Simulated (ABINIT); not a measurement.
# Nd (Im-3m) in ABINIT: notebook

The runs below take Nd through single point, with r2SCAN.

Everything below comes from runs of ABINIT 10.8.3 (patched build). Logs are shortened: lines on timing, memory, paths and dates and some standing lists are left out, and cuts for length are marked. The log counts tension as positive stress, the text compression.

### Step 1. The crystal as given

Symmetry: Im-3m, No. 229, cubic system. Conventional cell: a = 4.151 Å, b = 4.151 Å, c = 4.151 Å, α = 90.00°, β = 90.00°, γ = 90.00°. Around Nd (site symmetry m-3m) lie 8 Nd at 3.59 Å.

This isn't the form of Nd at room conditions, which is double hcp.

### Step 2. Single point, r2SCAN, collinear spin, ferromagnetic start

The input, run.abi:

```
pp_dirpath "./"
pseudos "Nd.GGA_PBE-ansatz.xml"

acell 6.7932243967 6.7932243967 6.7932243967
rprim
    -0.5773502692     0.5773502692     0.5773502692
     0.5773502692    -0.5773502692     0.5773502692
     0.5773502692     0.5773502692    -0.5773502692
ntypat 1
znucl 60
natom 1
typat 1
xcart
     0.0000000000     0.0000000000     0.0000000000

ecut 489.804952 eV
pawecutdg 36.0

kptopt 1
ngkpt 9 9 9
nshiftk 1
shiftk 0.0 0.0 0.0

ixc -497498
usekden 1
pawxcdev 0

nband 15
occopt 3
tsmear 0.05 eV

nsppol 2
spinat
     0.0000000000     0.0000000000     3.0000000000

nstep 100
tolvrs 1.0e-7

iomode 3
prtwf 0
prtden 0
prteig 0
prtebands 0
```

Potentials or basis: Ansatz PAW PBE default generated set, frozen core.

Command:

```bash
mpirun --bind-to none -np 4 abinit run.abi > log 2>&1
```

run.abo:

```text
[... set-up lines left out ...]
 ETOT  1  -29.490053008812    -2.949E+01 1.856E+00 9.976E+01 1.877E+00 1.877E+00
 ETOT  2  -30.734327587120    -1.244E+00 4.709E-01 1.089E+03 4.101E+00 5.977E+00
 ETOT  3  -30.041447453094     6.929E-01 1.345E+00 8.198E+02 3.350E-02 5.944E+00
 ETOT  4  -29.418606092232     6.228E-01 9.040E-01 4.442E+02 4.750E+00 1.194E+00
 ETOT  5  -29.434749433379    -1.614E-02 4.203E-01 4.526E+02 3.060E-01 8.877E-01
 ETOT  6  -29.444708439009    -9.959E-03 6.741E-01 4.953E+02 4.928E+00 5.816E+00
 ETOT  7  -29.309119455715     1.356E-01 6.951E-02 1.285E+02 1.083E+00 4.733E+00
 ETOT  8  -29.313788516100    -4.669E-03 6.292E-02 1.378E+02 3.333E-02 4.766E+00
 ETOT  9  -29.300613551504     1.317E-02 3.768E-02 5.983E+01 5.147E-01 4.252E+00
 ETOT 10  -29.286620151898     1.399E-02 3.105E-02 2.750E+01 3.572E-01 3.895E+00
[... 15 lines left out ...]
 ETOT 26  -29.313179072490    -6.709E-04 4.931E-02 5.852E-01 2.229E-01 3.858E+00
 ETOT 27  -29.313166943866     1.213E-05 1.655E-02 2.745E-01 2.331E-02 3.882E+00
 ETOT 28  -29.313093068872     7.387E-05 1.272E-02 3.056E-03 3.654E-02 3.918E+00
 ETOT 29  -29.313108655689    -1.559E-05 2.426E-03 1.255E-03 6.856E-03 3.925E+00
 ETOT 30  -29.313111053096    -2.397E-06 3.953E-03 7.745E-03 1.626E-02 3.941E+00
 ETOT 31  -29.313108215572     2.838E-06 5.605E-03 4.931E-05 7.765E-03 3.933E+00
 ETOT 32  -29.313109366544    -1.151E-06 1.142E-03 4.147E-04 2.741E-04 3.934E+00
 ETOT 33  -29.313109386309    -1.976E-08 1.581E-03 9.064E-05 1.298E-03 3.932E+00
 ETOT 34  -29.313109386907    -5.983E-10 5.604E-04 4.543E-06 1.410E-03 3.931E+00
 ETOT 35  -29.313109392570    -5.663E-09 4.352E-04 5.291E-08 7.195E-06 3.931E+00

 At SCF step   35       nres2   =  5.29E-08 < tolvrs=  1.00E-07 =>converged.

Result for kinetic energy density :

--------------------------------------------------------------------------------
 Total kinetic energy density [Ha/Bohr^3]
)     Maximum=    1.4246E+00  at reduced coord.    0.0000    0.0000    0.0000
)     Minimum=    1.9953E-03  at reduced coord.    0.7500    0.5000    0.2500
   Integrated=    1.2998E+01
 Spin up density      [Ha/Bohr^3]
)     Maximum=    7.4823E-01  at reduced coord.    0.0000    0.0000    0.0000
)     Minimum=    1.5610E-03  at reduced coord.    0.7500    0.5000    0.2500
   Integrated=    7.8509E+00
 Spin down density    [Ha/Bohr^3]
)     Maximum=    6.7635E-01  at reduced coord.    0.0000    0.0000    0.0000
)     Minimum=    4.3434E-04  at reduced coord.    0.7500    0.5000    0.2500
   Integrated=    5.1468E+00
 Magnetization (spin up - spin down) [Ha/Bohr^3]
)     Maximum=    1.0791E-01  at reduced coord.    0.8000    0.9000    0.9000
)     Minimum=    1.1266E-03  at reduced coord.    0.7500    0.5000    0.2500
   Integrated=    2.7041E+00
 Relative magnetization (=zeta, between -1 and 1)
)     Maximum=    5.6464E-01  at reduced coord.    0.2500    0.5000    0.7500
)     Minimum=    5.0235E-02  at reduced coord.    0.0250    0.0000    0.0000
--------------------------------------------------------------------------------

 Cartesian components of stress tensor (hartree/bohr^3)
  sigma(1 1)= -6.77376251E-05  sigma(3 2)=  0.00000000E+00
  sigma(2 2)= -6.77376251E-05  sigma(3 1)=  0.00000000E+00
  sigma(3 3)= -6.77376251E-05  sigma(2 1)=  0.00000000E+00

--- !ResultsGS
iteration_state: {dtset: 1, }
comment   : Summary of ground state results
lattice_vectors:
- [ -3.9220699,   3.9220699,   3.9220699, ]
- [  3.9220699,  -3.9220699,   3.9220699, ]
[... 47 lines left out ...]
 cartesian forces (eV/Angstrom) at end:
    1     -0.00000000000000    -0.00000000000000    -0.00000000000000
 frms,max,avg= 0.0000000E+00 0.0000000E+00   0.000E+00  0.000E+00  0.000E+00 e/A
 length scales=  6.793224396700  6.793224396700  6.793224396700 bohr
              =  3.594819536845  3.594819536845  3.594819536845 angstroms
 Fermi (or HOMO) energy (hartree) =   0.18901   Average Vxc (hartree)=  -0.37577
 Magnetization (Bohr magneton)=  4.99059270E+00
 Total spin up =  9.49529635E+00   Total spin down =  4.50470365E+00
 Eigenvalues (hartree) for nkpt=  35  k points, SPIN UP:
 kpt#   1, nband= 15, wtk=  0.00137, kpt=  0.0000  0.0000  0.0000 (reduced coord)
  -1.22563   -0.50220   -0.50220   -0.50220    0.00942    0.16281    0.18897    0.18897
   0.18897    0.24426    0.24426    0.24426    0.24599    0.24599    0.24599
      occupation numbers for kpt#   1
   1.00000    1.00000    1.00000    1.00000    1.00000    1.00000    0.50643    0.50643
   0.50643    0.00000    0.00000    0.00000    0.00000    0.00000    0.00000
 prteigrs : prtvol=0 or 1, do not print more k-points.

 Eigenvalues (hartree) for nkpt=  35  k points, SPIN DOWN:
 kpt#   1, nband= 15, wtk=  0.00137, kpt=  0.0000  0.0000  0.0000 (reduced coord)
  -1.15029   -0.44052   -0.44052   -0.44052    0.09772    0.29731    0.29731    0.29731
   0.29746    0.29746    0.29746    0.35042    0.35042    0.35042    0.36259
      occupation numbers for kpt#   1
   1.00000    1.00000    1.00000    1.00000    1.00000    0.00000    0.00000    0.00000
   0.00000    0.00000    0.00000    0.00000    0.00000    0.00000    0.00000
 prteigrs : prtvol=0 or 1, do not print more k-points.

--- !EnergyTerms
iteration_state     : {dtset: 1, }
comment             : Components of total free energy in Hartree
kinetic             :  1.29977505117334E+01
hartree             :  1.15466450978716E+01
xc                  : -7.84840084623424E+00
Ewald energy        : -4.54664098343377E+01
psp_core            :  3.32135813513681E+00
local_psp           : -3.24041161633288E+01
PAW spherical_terms :  2.85417118347991E+01
internal            : -2.93114612643598E+01
'-kT*entropy'       : -1.64637146356773E-03
total_energy        : -2.93131076358233E+01
total_energy_eV     : -7.97650293948404E+02
...

--- !EnergyTermsDC
iteration_state     : {dtset: 1, }
comment             : '"Double-counting" decomposition of free energy'
band_energy         : -4.33109511972995E+00
Ewald energy        : -4.54664098343377E+01
psp_core            :  3.32135813513681E+00
xc_dc               : -1.01645513545912E+01
PAW spherical_terms :  2.73292351524154E+01
internal            : -2.93114630211066E+01
'-kT*entropy'       : -1.64637146356773E-03
total_energy_dc     : -2.93131093925701E+01
total_energy_dc_eV  : -7.97650341751920E+02
...

--- !EnergyTermsWithPAWCore
iteration_state     : {dtset: 1, }
comment             : 'Components of total free energy, including PAW core contributions'
Total energy        : -9.15606266614962E+03
Total energy DC     : -9.15606266790636E+03
Total energy (eV)   : -2.49149157701004E+05
Total energy DC (eV): -2.49149157748807E+05
...

 Cartesian components of stress tensor (hartree/bohr^3)
  sigma(1 1)= -6.77376251E-05  sigma(3 2)=  0.00000000E+00
  sigma(2 2)= -6.77376251E-05  sigma(3 1)=  0.00000000E+00
  sigma(3 3)= -6.77376251E-05  sigma(2 1)=  0.00000000E+00

-Cartesian components of stress tensor (GPa)         [Pressure=  1.9929E+00 GPa]
- sigma(1 1)= -1.99290974E+00  sigma(3 2)=  0.00000000E+00
- sigma(2 2)= -1.99290974E+00  sigma(3 1)=  0.00000000E+00
- sigma(3 3)= -1.99290974E+00  sigma(2 1)=  0.00000000E+00

== END DATASET(S) ==============================================================
================================================================================

 -outvars: echo values of variables after computation  --------
            acell      6.7932243967E+00  6.7932243967E+00  6.7932243967E+00 Bohr
           etotal     -2.9313109393E+01
            fcart     -0.0000000000E+00 -0.0000000000E+00 -0.0000000000E+00
            rprim     -5.7735026920E-01  5.7735026920E-01  5.7735026920E-01
                       5.7735026920E-01 -5.7735026920E-01  5.7735026920E-01
                       5.7735026920E-01  5.7735026920E-01 -5.7735026920E-01
           strten     -6.7737625106E-05 -6.7737625106E-05 -6.7737625106E-05
                       0.0000000000E+00  0.0000000000E+00  0.0000000000E+00
 Calculation completed.
```

Wall time 5.6 min (4 MPI ranks of AMD EPYC 7R43 (Zen 3), shared host); peak memory 1.5 GiB.

What came out:

- Free energy: -797.6503 eV
- Pressure: 2.0 GPa
- Band gap on the k mesh: none (metal or under the smearing width)
- Net moment: 4.99 μB per cell
- Site moments: Nd +3.93 μB
- Valence electrons inside the program's atomic spheres: Nd 11.62 (radii [1.396] Å)

Levels at points of the mesh, in eV from the Fermi level:
Spin up:
| k point | band 6 | band 7 | band 8 | band 9 | band 10 | band 11 | band 12 | band 13 | band 14 | band 15 |
| --- | --- | --- | --- | --- | --- | --- | --- | --- | --- | --- |
| (0.00, 0.00, 0.00) | -0.71 | 0.00 | 0.00 | 0.00 | 1.50 | 1.50 | 1.50 | 1.55 | 1.55 | 1.55 |
Spin down:
```tsv
k point	band 3	band 4	band 5	band 6	band 7	band 8
(0.00, 0.00, 0.00)	-17.13	-17.13	-2.48	2.95	2.95	2.95
```

Caveat: the magnetic or orbital state may not be the lowest; totals of a meta-GGA on PAW files have another zero than those of a GGA; the PAW data sets were made with another functional, which shifts forces and pressure a little; spin-orbit coupling is left out, which moves the levels of the heavy elements. The state reached can hang on the start; a lower one may exist.

### Step 3. Single point, r2SCAN, collinear spin, ferromagnetic start

Changes to run.abi since step 2:

```diff
@@ -1,3 +1,3 @@
 pp_dirpath "./"
-pseudos "Nd.GGA_PBE-ansatz.xml"
+pseudos "Nd.GGA_PBE-JTH.xml"
 
@@ -15,4 +15,4 @@
 
-ecut 489.804952 eV
-pawecutdg 36.0
+ecut 653.073270 eV
+pawecutdg 46.0
```

Potentials or basis: JTH PAW PBE v2.0.

Command:

```bash
mpirun --bind-to none -np 4 abinit run.abi > log 2>&1
```

Run time: 3 min. Hardware: 4 MPI ranks of AMD EPYC 7R43 (Zen 3), shared host; peak memory 0.72 GiB.

Results (log left out):

```yaml
Free_energy: -797.7200 eV
Pressure: 0.4 GPa
Band_gap_on_the_k_mesh: none (metal or under the smearing width)
Net_moment: 3.96 μB per cell
Site_moments: Nd +3.42 μB
Valence_electrons_inside_the_program's_atomic_spheres: Nd 11.24 (radii [1.3267] Å)
```

Levels at points of the mesh, in eV from the Fermi level:
Spin up:
```
           k point  band 5  band 6  band 7  band 8  band 9  band 10  band 11  band 12  band 13  band 14
(0.00, 0.00, 0.00)   -4.50   -2.12   -2.12   -2.12    0.38     0.38     0.38     1.41     1.48     1.48
```
Spin down:
| k point | band 3 | band 4 | band 5 | band 6 | band 7 | band 8 |
| --- | --- | --- | --- | --- | --- | --- |
| (0.00, 0.00, 0.00) | -17.99 | -17.99 | -3.37 | 2.15 | 2.15 | 2.15 |

Caveat: the magnetic or orbital state may not be the lowest; totals of a meta-GGA on PAW files have another zero than those of a GGA; the PAW data sets were made with another functional, which shifts forces and pressure a little; spin-orbit coupling is left out, which moves the levels of the heavy elements. The state reached can hang on the start; a lower one may exist.
